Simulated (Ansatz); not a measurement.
**InP and the effect of spin-orbit coupling**

The cell as given:

```
In P
1.0
     0.00000    2.93050    2.93050
     2.93050    0.00000    2.93050
     2.93050    2.93050    0.00000
In P
1 1
Direct
  0.00000 0.00000 0.00000
  0.75000 0.75000 0.75000
```

Kept alike: task relaxation of cell and atoms; functional PBEsol; k mesh 6 × 6 × 6; occupations fermi-dirac, width 0.05 eV. Program: Ansatz, potentials by row: all-electron LAPW, scalar-relativistic (off); all-electron LAPW, relativistic spinors (on). The mesh is that of the run's cell of 2 atoms.

| spin-orbit coupling | band gap (eV) | volume (Å³/atom) |
| --- | --- | --- |
| off | 0.565 | 25.389 |
| on | 0.543 | 25.361 |

Gaps hold for each row's own relaxed cell. The relaxations keep at least the cell's symmetry (F-43m). Relaxations stop with a little pressure left, so the last digits of a volume or edge aren't settled. A gap read on the mesh alone can miss an edge between its points.

Problem. What does spin-orbit coupling change here?

Solution. The band gap runs from 0.543 (on) to 0.565 eV (off). Spin-orbit coupling splits p and d bands at the edges, and the more so the heavier the atoms. Measured: 1.42 eV (arxiv:cond-mat/0006134); nearest off, 0.855 eV off. Semilocal gaps fall short of quasiparticle gaps. The volume runs from 25.361 (on) to 25.389 Å³/atom (off). Measured: 25.26 Å³/atom (pmc:5775340, doi:10.1038/s41598-018-19679-2); nearest on, 0.10 Å³/atom off. The runs are for a static lattice.

Spin-orbit coupling narrows the gap of InP only slightly, from 0.565 to 0.543 eV, and leaves the volume practically unchanged. The narrowing fits the textbook band edges of a direct-gap zincblende semiconductor. The valence top is mainly phosphorus p, with some indium character, and the coupling splits it into a raised quartet and a lowered split-off doublet. The conduction minimum is s-like and has no such first-order splitting, so the gap closes mainly from below. The effect is small probably because phosphorus, a light atom, dominates the valence edge, so the heavier indium contributes little.

The coupling therefore can't account for the shortfall against the measured gap, since it moves the result further away. That error lies chiefly in the semilocal Kohn-Sham gap, which lacks the derivative discontinuity of the exchange-correlation potential. The volume difference is too slight to indicate a change in bonding. Nor is the gap reduction itself the spin-orbit splitting, because the valence top rises by only part of the quartet-doublet separation.
